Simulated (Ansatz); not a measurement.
## CdSe (zincblende): the band gap by level of theory

All numbers come from the plane-wave code Ansatz. The values are computed, non-magnetic, and not measurements.

Structure: CdSe built on the zincblende prototype, at its r2SCAN minimum. It is cubic, F-43m (No. 216); conventional cell a = 6.136 Å, 28.87 Å³ an atom. Around Cd lie 4 Se at 2.66 Å; around Se lie 4 Cd at 2.66 Å.

```cif
data_structure
_symmetry_space_group_name_H-M 'F-43m'
_symmetry_Int_Tables_number 216
_cell_length_a 6.1356
_cell_length_b 6.1356
_cell_length_c 6.1356
_cell_angle_alpha 90.000
_cell_angle_beta 90.000
_cell_angle_gamma 90.000
_cell_volume 230.97
loop_
_atom_site_label
_atom_site_type_symbol
_atom_site_symmetry_multiplicity
_atom_site_Wyckoff_symbol
_atom_site_fract_x
_atom_site_fract_y
_atom_site_fract_z
_atom_site_occupancy
Cd1 Cd 4 a 0.00000 0.00000 0.00000 1
Se1 Se 4 d 0.25000 0.25000 0.75000 1
```

Band edges at fixed r2SCAN geometry:

| level | k mesh | gap (eV) | kind | edges | least direct gap (eV) |
| --- | --- | --- | --- | --- | --- |
| PBE | 8×8×8 | 0.56 | direct | Γ | 0.56 |
| PBE+SOC | 8×8×8 | 0.44 | direct | Γ | 0.44 |
| r2SCAN | 8×8×8 | 1.04 | direct | Γ | 1.04 |
| HSE06 | 6×6×6 | 1.48 | direct | Γ | 1.48 |
| PBE0 | 6×6×6 | 2.08 | direct | Γ | 2.08 |

PBE, PBE+SOC: smearing of 0.02 eV; the others have fixed occupations.
Wave cutoffs: 420 eV, 500 eV (r2SCAN).

HSE06 gives a direct gap of 1.48 eV at Γ. Spin-orbit coupling changes the PBE gap by -0.118 eV, to 0.44 eV; at Γ the threefold valence level splits into a fourfold and a twofold level 0.36 eV apart, the fourfold one on top.

r2SCAN covers 52 % of the step from PBE to HSE06, while HSE06 needs about 13 times r2SCAN's rough cost (on a coarser mesh). Spin-orbit coupling moves PBE's least or direct gap by up to 0.118 eV, so it has to be included where a tenth of an eV counts. All these functionals give a gap of the same kind, direct.

r2SCAN (ground state on 6×6×6): ε∞: 6.57 in all directions. Born charges, averaged over directions: Cd +2.26, Se -2.26 e.

Only the levels marked +SOC include spin-orbit coupling.
